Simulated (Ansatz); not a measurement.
NaI in the h-MgO structure, relaxed with r2SCAN, was run in Ansatz under altered settings. All numbers are computed, without spin polarisation but where a row says otherwise.

```xyz
4
Lattice="5.4164 0.0000 0.0000 -2.7082 4.6908 0.0000 0.0000 0.0000 6.4622" Properties=species:S:1:pos:R:3 pbc="T T T"
Na    0.0000    3.1272    1.6156
Na    2.7082    1.5636    4.8467
I     2.7082    1.5636    1.6156
I     0.0000    3.1272    4.8467
```

The base run's other keys:
```yaml
kpoints:
  mp_grid: { grid: [6, 6, 2] }
hamiltonian:
  xc: hse06
scf:
  occupations: { method: fixed }
  n_extra_bands: 5
```

It takes 12 iterations with 3123 plane waves at 420 eV and 14 k points, and leaves a mean stress of +0.16 GPa. The gap over this mesh is 4.537 eV.

Outcomes, with energy and stress as changes against the base:
```tsv
setting	outcome	ΔF (meV/atom)	Δ mean stress (GPa)	gap on the mesh (eV)	iterations
PBE hybrid, exx coeff 1.5, omega 0.3 1/Å	refused	–	–	–	–
scf.exx.max_outer_iter: 2	converged	0.0	0.0	4.537	13
scf.mixing.beta: 0.05	converged	0.0	0.0	4.537	15
basis.ecutwfc: 200	converged, warned	+6053	0.0	4.446	12
```
A dash marks a value that wasn't obtained or can't be compared. Stress is positive in compression. The base's mesh is coarse for a hybrid, so its own values aren't converged.

- PBE hybrid, exx coeff 1.5, omega 0.3 1/Å. It is rejected at once. Error: invalid value for `hamiltonian.xc.exx.coeff`: must be finite and in (0, 1]; got 1.5
- basis.ecutwfc: 200. 1059 plane waves in place of 3123. The free energy moves by +6053 meV an atom, the mean stress by 0.0 GPa (single components by up to 0.4) and the gap on the mesh by -0.090 eV (to 4.446). The basis is too small: these are errors of the cutoff. Warned: cutoff below recommended.

Within 1 meV an atom, 0.1 GPa and 0.005 eV of the base stay: scf.exx.max_outer_iter: 2; scf.mixing.beta: 0.05.

Spin-orbit coupling is left out, which matters wherever the heavy atoms make up the band edges.

The program warns that its thresholds are loose for a hybrid's stress.

The meshes of the hybrids are coarse, so their gaps aren't converged to the digits shown.
